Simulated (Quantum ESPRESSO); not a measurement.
Crystal: SnTe.

```
CELL_PARAMETERS angstrom
0.00000 3.15085 3.15085
3.15085 0.00000 3.15085
3.15085 3.15085 0.00000
ATOMIC_POSITIONS crystal
Te 0.50000 0.50000 0.50000
Sn 0.00000 0.00000 0.00000
```

```yaml
Program: Quantum ESPRESSO 7.5
Task: relaxation of cell and atoms
Functional: PBEsol
Dispersion: D3(BJ)
Potentials_or_basis: GBRV 1.5 PBEsol
Cutoff: 925 eV
Density_cutoff: 7401 eV
k_mesh: 7 × 7 × 7
Occupations: fermi-dirac, width 0.05 eV
Spin: no spin polarisation
```

At the start: pressure -2.4 GPa; volume 31.28 Å³/atom.

Task: Where does the relaxation end?

Result: Over 4 steps the energy falls by 11.7 meV/atom and the volume is 29.69 Å³/atom (-5.1 %); space group Fm-3m (No. 225, to 0.05 Å).

The path:
```tsv
step	energy change (eV)	largest force (eV/Å)	pressure (GPa)	volume (Å³)
1	0.0000	0.0000	-2.44	62.56
2	-0.0084	0.0000	-2.02	61.93
3	-0.0232	0.0000	0.18	59.17
4	-0.0235	0.0000	-0.03	59.38
```

Final structure:
```xyz
2
Lattice="0.0000 3.0965 3.0965 3.0965 0.0000 3.0965 3.0965 3.0965 0.0000" Properties=species:S:1:pos:R:3 pbc="T T T"
Te    3.0965    3.0965    3.0965
Sn    0.0000    0.0000    0.0000
```
